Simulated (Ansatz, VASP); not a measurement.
## Two plane-wave programs on Cd

```
Cd
1.0
    -2.85844    2.85844    1.44293
     2.85844   -2.85844    1.44293
     2.85844    2.85844   -1.44293
Cd
2
Cartesian
  0.0000 2.8584 0.7215
  0.0000 0.0000 0.0000
```

Alike in both runs: task relaxation of cell and atoms; functional PBEsol; k mesh 16 × 16 × 16; occupations gaussian, width 0.1 eV; no spin polarisation.

```csv
,VASP,Ansatz
version,VASP 6.6.1,Ansatz 0.2.0
potentials or method,"VASP PAW PBE potentials, release 64 (Cd)","scalar-relativistic, plane waves, PAW"
plane-wave cutoff (eV),600,420
valence electrons in the cell,24,40
```

Ansatz gave:

| Quantity | Value |
| --- | --- |
| gap on the k mesh at the Fermi level, each at its own relaxed structure (eV) | none |
| relaxed volume (Å³/atom) | 23.58 |
| relaxed cell length with the largest relative difference (Å) | 4.292 |

**Question.** Which values does VASP return?

**Answer.** gap on the k mesh at the Fermi level, each at its own relaxed structure (eV): none; relaxed volume (Å³/atom): 23.66; relaxed cell length with the largest relative difference (Å): 4.297.

A gap of «none» marks a metal or a gap that the smearing closes. The two sets of potentials don't hold the same shells in valence.

Caveats: the PAW data sets were made with another functional, which shifts forces and pressure a little (VASP).
